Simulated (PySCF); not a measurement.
## C3H6O: core ionisation energies

Acetone, C3H6O.
Z-matrix (Å and degrees, PBE0-D3(BJ)/def2-TZVP geometry), rows numbered from 1:
```
C 
C   1  1.5070
C   2  1.5056  1  116.40
O   2  1.2055  1  121.68  3   179.43
H   1  1.0949  2  108.51  3   -79.03
H   1  1.0920  2  111.74  3    38.83
H   1  1.0885  2  110.13  3   162.18
H   3  1.0882  2  110.24  1   170.94
H   3  1.0932  2  110.79  1    48.52
H   3  1.0944  2  109.24  1   -68.82
```

The calculation used delta-SCF UKS SCAN, pcX-3 on the ionised atom, pcseg-2 elsewhere, spin-free X2C (PySCF). Each binding energy is the total energy of the core-ionised species, with the hole localised on one atom, minus that of the ground state; both are solved self-consistently, so orbital relaxation is included.

Question: Give the core binding energies atom by atom.

Answer: 
```
atom(s)                       environment  level  binding energy (eV)  above the level's lowest (eV)  count
     O4                     ketone oxygen   O 1s               537.62                           0.00      1
     C2            ketone carbonyl carbon   C 1s               293.49                          +2.46      1
  C1/C3  methyl carbon next to a carbonyl   C 1s               291.03                           0.00      2
```

Lowest listed C 1s: C1/C3, bonded to C and 3 H. Highest, 2.46 eV above it: C2, bonded to O (double bond) and 2 C. Summing the Pauling electronegativity differences to the bonded atoms, each weighted by its formal bond order, gives -1.05 for the lowest site and +1.78 for the highest.

Question: Express the binding energy of C 1s of C2 in atomic units and per mole.

Answer: 293.49 eV = 10.7856 Eh = 28317 kJ/mol.

Question: Which photon wavelength matches the C 1s of C2 threshold?

Answer: λ = hc/E = 12398.42 eV Å / 293.49 eV = 42.245 Å.

Topologically equivalent atoms share the value of their first member; where this conformer doesn't relate them by symmetry, their own values could differ. Spin contamination (⟨S²⟩ against 0.75 for a pure doublet) is marked for C 1s of C2 (0.86), which makes this value less certain. Geometry: PBE0-D3(BJ)/def2-TZVP; no solvent, vibrations or thermal averaging.
